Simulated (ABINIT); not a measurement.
Write the native input for ABINIT 10.8.3 (patched build) that does the following.

* Task: equation of state
* Functional: PBE
* Dispersion: D2
* Potentials or basis: JTH PAW PBE v2.0
* Cutoff: 626 eV
* k mesh: 10 × 10 × 10
* Occupations: fermi-dirac, width 0.05 eV
* Spin: no spin polarisation
* Fine-grid cutoff: 1224.51 eV
* Exchange and correlation inside the PAW spheres: full angular mesh (pawxcdev 0, this build's default; the released program takes 1)

CaO:

```
Ca O
1.0
     0.00000    2.40356    2.40356
     2.40356    0.00000    2.40356
     2.40356    2.40356    0.00000
Ca O
1 1
Direct
  0.00000 0.00000 0.00000
  0.50000 0.50000 0.50000
```

The cell is a database's computed one.

These files were run (other wordings do the same):

run.abi

```
# Datasets: one volume each
ndtset 7
getwfk -1
scalecart1 3*0.9795861087
scalecart2 3*0.9864848297
scalecart3 3*0.9932883884
scalecart4 3*1.0000000000
scalecart5 3*1.0066227096
scalecart6 3*1.0131594038
scalecart7 3*1.0196128224

# Pseudopotentials
pp_dirpath "./"
pseudos "Ca.GGA_PBE-JTH.xml, O.GGA_PBE-JTH.xml"

# Structure
acell 6.4234456684 6.4234456684 6.4234456684
rprim
     0.0000000000     0.7071067812     0.7071067812
     0.7071067812     0.0000000000     0.7071067812
     0.7071067812     0.7071067812     0.0000000000
ntypat 2
znucl 20 8
natom 2
typat 1 2
xred
     0.0000000000     0.0000000000     0.0000000000
     0.5000000000     0.5000000000     0.5000000000

# Plane-wave basis
ecut 625.861884 eV
pawecutdg 45.0

# k points
kptopt 1
ngkpt 10 10 10
nshiftk 1
shiftk 0.0 0.0 0.0

# Exchange and correlation
ixc 11
vdw_xc 5

# Bands and occupations
nband 12
occopt 3
tsmear 0.05 eV

# SCF cycle
nstep 100
tolvrs 1.0e-9

# Output
iomode 3
prtwf 1
prtden 0
prteig 0
prtebands 0
enunit 2
```

Potentials or basis: JTH PAW PBE v2.0.

Launch:

```console
$ abinit run.abi > log 2>&1
```

Results of the run:

```
Equilibrium volume                      : 13.56 Å³/atom
Bulk modulus                            : 114 GPa
Pressure derivative of the bulk modulus : 4.9
```

Caveat: pressures at fixed basis lie under the slope of the energies.

Run time: 98 s on 1 thread of Arm Neoverse V2, on a shared host, peak memory 0.15 GiB.
